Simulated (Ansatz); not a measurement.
## What a tighter setting buys: basis.ecutwfc, Y₂O₃ (Ia-3, 40 atoms in the cell)

Cell: a = 9.2916 Å, b = 9.2916 Å, c = 9.2916 Å, α = 109.47°, β = 109.47°, γ = 109.47°.

Computed with PBE, PAW files (plane waves; Ansatz, a program for electronic structure).

Base settings: basis.ecutwfc = 420 eV; kpoints.mp_grid.grid = 3 3 3; hamiltonian.xc = pbe; hamiltonian.pseudopotentials = {kind: paw} (the program's default PAW files); scf.occupations.method = methfessel_paxton; scf.occupations.width = 0.1 eV.

Misses are taken against the tightest run, 840 eV, which need not be fully converged itself. The energy is the free energy per atom.

The count of work is k-points × plane waves × bands × iterations; it is no time, and leaves out set-up, grids and terms that scale otherwise. Core times come from one kind of shared machine and are given to one figure; runs under 30 s give none.

Ansatz's pressure holds its estimate of the finite-basis (Pulay) stress, which hides part of the cutoff error; the uncorrected pressure shows it.

The starting cell was generated: these elements placed on a structure prototype, without a prior relaxation; it need not be a known phase or ordering of this composition. Its lattice was rescaled by a random factor within 2.5 % of one. Ansatz's pressure includes its estimate of the finite-basis (Pulay) stress.

```tsv
basis.ecutwfc	energy less reference (meV/atom)	pressure less reference (GPa)	largest difference in the force on any atom (eV/Å)	uncorrected pressure less reference (GPa)	count of work / reference	core time / reference (rough)
170 eV	7299.30	-3.68	0.647	-215.17	0.091	–
210 eV	2697.65	-5.24	0.082	-106.12	0.12	–
250 eV	916.60	-0.67	0.106	-45.65	0.16	–
295 eV	235.12	0.35	0.031	-15.01	0.21	–
335 eV	61.47	0.01	0.006	-4.93	0.25	–
380 eV	11.55	0.00	0.001	-1.20	0.31	–
420 eV	2.25	0.01	0.000	-0.25	0.35	–
485 eV	0.58	0.01	0.000	0.01	0.44	–
545 eV	0.43	0.01	0.000	0.00	0.52	0.5
630 eV	0.21	0.00	0.000	0.01	0.65	0.6
735 eV	0.15	0.00	0.000	0.01	0.82	0.8
840 eV	0.00	0.00	0.000	0.00	1.0	1
```

Coarsest setting among those run that, with all tighter ones, holds the energy within 2 meV/atom of the reference: 485 eV, off by 0.58 meV/atom; it needs 0.44 of the reference's count of work.

The step from 210 eV to 485 eV: it takes the miss in the energy from 2700 to 0.58 meV/atom, for 3.5 times the count of work.

Keys are those of Ansatz 0.2.
